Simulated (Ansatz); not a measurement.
The system is TiCo.

```
Co Ti
1.0
     2.98611    0.00000    0.00000
     0.00000    2.98611    0.00000
     0.00000    0.00000    2.98611
Co Ti
1 1
Direct
  0.50000 0.50000 0.50000
  0.00000 0.00000 0.00000
```

The cell comes from a database or a generator and needn't be the stable form of this composition.

Alike in all runs: program Ansatz 0.2.0; functional PBEsol; potentials or basis Ansatz PAW; cutoff 420 eV (not typed: the program's choice for these potentials); k mesh 8 × 8 × 8; occupations fermi-dirac, width 0.05 eV.

Starts and where they ended:

```tsv
start	free energy over the lowest (meV/atom)	net moment (μB)	site or absolute moments (μB)	gap
collinear spin, ferromagnetic start of up to 2 μB; fixed moment 3	598.5	3.00	Co +1.87; Ti +0.72	-
collinear spin, ferromagnetic start of up to 4 μB; fixed moment 6	2796.2	6.00	Co +2.87; Ti +1.91	-
collinear spin, ferromagnetic start of up to 3 μB; fixed moment 4.5	1428.6	4.50	Co +2.33; Ti +1.36	-
collinear spin, ferromagnetic start of up to 1 μB; fixed moment 1.5	89.8	1.50	Co +1.19; Ti +0.21	-
collinear spin, program default start; fixed moment 0	1.6	0.00	-	-
collinear spin, ferromagnetic start of up to 2.53 μB; fixed moment 3.8	994.5	3.80	Co +2.11; Ti +1.07	-
collinear spin, ferromagnetic start of up to 0.53 μB; fixed moment 0.8	0.0	0.80	Co +0.90; Ti -0.04	-
collinear spin, ferromagnetic start of up to 1.47 μB; fixed moment 2.2	305.1	2.20	Co +1.52; Ti +0.45	-
```

All polarised runs hold their moment fixed, so the table maps the energy against it. A still lower state may exist.

Caveats: the total moment is fixed, so each spin has its own Fermi level.
